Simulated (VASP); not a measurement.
A run of VASP 6.6.1 is set up as follows.

INCAR

```
PREC = Accurate
ENCUT = 520
EDIFF = 1E-6
ISMEAR = -1
SIGMA = 0.05
LREAL = False
LASPH = True
NELM = 80
ALGO = Normal
ISIF = 2
LWAVE = False
LCHARG = False
MAGMOM = 0 0 0 0 0 0 0 0 0 0 0 0 0 0 0 0 0 0 0 0 0 0 0 0 0 0 0 0 0 0 0 0 0 0 0 0
LORBIT = 11
LSORBIT = True
GGA_COMPAT = False
GGA = PE
KPAR = 4
```

Contents of KPOINTS:

```
regular mesh
0
Gamma
  9 9 2
```

The input POSCAR:

```
GeSb4Te7                                
1.0
    4.2582332700     -0.0000000000      0.0000000000
   -2.1291166350      3.6877381870      0.0000000000
    0.0000000000      0.0000000000     23.3321855451
  Ge              Sb              Te            
     1     4     7
Direct
     0.0000000000000000    0.0000000000000000    0.5000000000000000
     0.6666666699999979    0.3333333300000021    0.9158308325689127
     0.3333333300000021    0.6666666699999979    0.3435608246238455
     0.3333333300000021    0.6666666699999979    0.0841691674310874
     0.6666666699999979    0.3333333300000021    0.6564391753761545
     0.3333333300000021    0.6666666699999979    0.8419319801177613
     0.6666666699999979    0.3333333300000021    0.1580680198822389
     0.0000000000000000    0.0000000000000000    0.7301595832705420
     0.6666666699999979    0.3333333300000021    0.4286865462325245
     0.3333333300000021    0.6666666699999979    0.5713134537674759
     0.0000000000000000    0.0000000000000000    0.0000000000000000
     0.0000000000000000    1.0000000000000000    0.2698404167294581
```

Potentials or basis: VASP PAW PBE potentials, release 64 (Ge_d, Sb, Te).

The run is started by

```sh
$ cat potpaw_PBE.64/Ge_d/POTCAR potpaw_PBE.64/Sb/POTCAR potpaw_PBE.64/Te/POTCAR > POTCAR
$ mpirun -np 4 vasp_ncl > vasp.out
```

What does it give for the largest force?

0.035 eV/Å.

What does it give for the pressure?

2.6 GPa.

What does it give for the net moment?

0.00 μB per cell.

Forces in eV/Å, atoms in the order of the input:
```
Ge   0.000  0.000  0.000
Sb   0.000  0.000 -0.008
Sb   0.000  0.000 -0.005
Sb   0.000  0.000  0.008
Sb   0.000  0.000  0.005
Te   0.000  0.000 -0.035
Te   0.000  0.000  0.035
Te   0.000  0.000  0.027
Te   0.000  0.000  0.022
Te   0.000  0.000 -0.022
Te   0.000  0.000  0.000
Te   0.000  0.000 -0.027
```
